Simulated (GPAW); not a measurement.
Fitting the BLYP+D3(zero damping) energy curve of MnS

The structure is cubic, space group F-43m (No. 216). The conventional cell has a = 4.947 Å, b = 4.947 Å, c = 4.947 Å, α = 90.00°, β = 90.00°, γ = 90.00°. Around Mn (site symmetry -43m) lie 4 S at 2.14 Å. Around S (site symmetry -43m) lie 4 Mn at 2.14 Å.

The cell is a database's computed one, not the measured one.

The cell was scaled at fixed shape and fractions and run with GPAW, PAW data sets generated for this functional, cutoff 600 eV; BLYP+D3(zero damping), k mesh 8 × 8 × 8 on the cell of 2 atoms, fermi-dirac occupations of 0.05 eV, collinear spin, ferromagnetic start, no spin-orbit coupling. Energies are those that the program minimises, any entropy of the smearing included. For a metal such a mesh isn't converged to the digits shown. The magnetic state is the one that the start led to, which needn't be the lowest.

| V (Å³/atom) | energy over the lowest row (meV/atom) |
| --- | --- |
| 14.2247 | 86.62 |
| 14.5274 | ? |
| 14.8300 | 33.61 |
| 15.1327 | 17.05 |
| 15.4354 | 6.30 |
| 15.7380 | 0.70 |
| 16.0407 | 0.00 |

Q: Fit the third-order Birch-Murnaghan form, give V0, B0 and B′, and predict the energy left open.

A: With y = (V0/V)^(2/3), E = E0 + (9 V0 B0/16) [(y - 1)³ B′ + (y - 1)² (6 - 4y)]. Least squares through the rows shown give V0 = 15.9389 Å³/atom, E0 = -0.26 meV, B0 = 124.6 GPa (1 eV/Å³ = 160.218 GPa) and B′ = 4.08, with a largest miss of 0.05 meV. At V = 14.5274 the form with these constants gives 56.59 meV; the run gave 56.59 meV an atom.
